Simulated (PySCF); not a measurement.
Compound: C₄H₉N.
Bonds: C1–C2, C2–C3, C3–N4, N4–C5, C1–C5. Hydrogens: H6, H7 on C1; H8, H9 on C2; H10, H11 on C3; H12 on N4; H13, H14 on C5.

Level of theory: PBE0-D3(BJ)/def2-SVP geometry optimisation, gas phase (PySCF 2.14.0).

Question: List the bond lengths, angles and torsions at this level.

Answer: 
```tsv
bond	length (Å)
C1–C2	1.544
C3–N4, N4–C5	1.454
C1–C5, C2–C3	1.545
C1–H6 and 3 like bonds	1.101
C3–H10 and 3 like bonds	1.102
N4–H12	1.019
```

Bonds in one row agree within 0.01 Å and their mean is given. A selection of angles:
```tsv
angle	degrees
C2–C1–C5	104.0
C2–C1–H6	111.0
C5–C1–H6	111.1
H6–C1–H7	106.7
C1–C2–H9	112.8
C3–C2–H8	110.2
C3–C2–H9	112.5
C2–C3–N4	106.7
C2–C3–H10	109.9
C2–C3–H11	113.6
N4–C3–H10	108.5
N4–C3–H11	111.1
H10–C3–H11	106.9
C3–N4–C5	104.0
C3–N4–H12	108.9
N4–C5–H14	108.5
```

Torsions: C5–C1–C2–C3 4° (synperiplanar); C1–C2–C3–N4 -25° (synperiplanar); C2–C3–N4–C5 38° (synclinal); C3–N4–C5–C1 -35° (synclinal); C2–C1–C5–N4 19° (synperiplanar). The mirror-image conformer, all signs reversed, is as good.

The 5-membered ring C1–C2–C3–N4–C5 has internal angles of 103.9° to 107.2°; it is puckered, 0.16 Å rms from its mean plane, widest ring torsion 38°. N4 (secondary amine nitrogen) is pyramidal (angles 109.0°, 108.9° and 104.0°, sum 321.8°, 0.46 Å off the plane of its three neighbours).

Point group: near Cs, missed by 0.15 Å at most; the miss may be what the optimiser left on a soft mode. Not checked by PBE0-D3(BJ)/def2-SVP frequencies. One conformer, not necessarily the lowest.

Hardware: Intel Xeon Platinum 8488C, one thread, no GPU (shared host). Cost: 27 s of wall time, 0.48 GiB resident at most. These figures are those of the optimisation.
